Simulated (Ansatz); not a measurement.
Crystal: AgO.

```
Ag O
1.0
     0.00000    2.40800    2.40800
     2.40800    0.00000    2.40800
     2.40800    2.40800    0.00000
Ag O
1 1
Direct
  0.00000 0.00000 0.00000
  0.75000 0.75000 0.75000
```

```yaml
Program: Ansatz 0.2.0
Task: relaxation of cell and atoms
Functional: r2SCAN
Potentials_or_basis: Ansatz PAW
Cutoff: "500 eV (not typed: the program's choice for these potentials)"
k_mesh: 10 × 10 × 10
Occupations: fermi-dirac, width 0.05 eV
Spin: no spin polarisation
Hubbard_terms: Ag d U = 4 eV
```

At the start: volume 13.96 Å³/atom.

Q: How do energy, volume and symmetry change on relaxing?

A: It ends after 5 steps and the volume is 15.97 Å³/atom (+14.4 %); space group F-43m (No. 216, to 0.05 Å).

The path:
```tsv
step	energy change (eV)	largest force (eV/Å)	volume (Å³)
1	0.0000	0.0000	27.93
2	-0.1733	0.0000	30.74
3	-0.1861	0.0000	31.66
4	-0.1867	0.0000	31.94
5	-0.1894	0.0000	31.94
```

Final structure:
```xyz
2
Lattice="0.0000 2.5183 2.5183 2.5183 0.0000 2.5183 2.5183 2.5183 0.0000" Properties=species:S:1:pos:R:3 pbc="T T T"
Ag    0.0000    0.0000    0.0000
O     3.7775    3.7775    3.7775
```

Caveat: the plane-wave basis is chosen anew once the cell has moved, so the energies of steps on either side of that aren't comparable; an odd number of electrons without spin polarisation forces a metal; a magnetic or distorted state may lie lower; U without spin polarisation on a metal has little footing; the PAW data sets come from PBE, with cores solved anew for the run's functional, which leaves a small shift of forces and pressure.
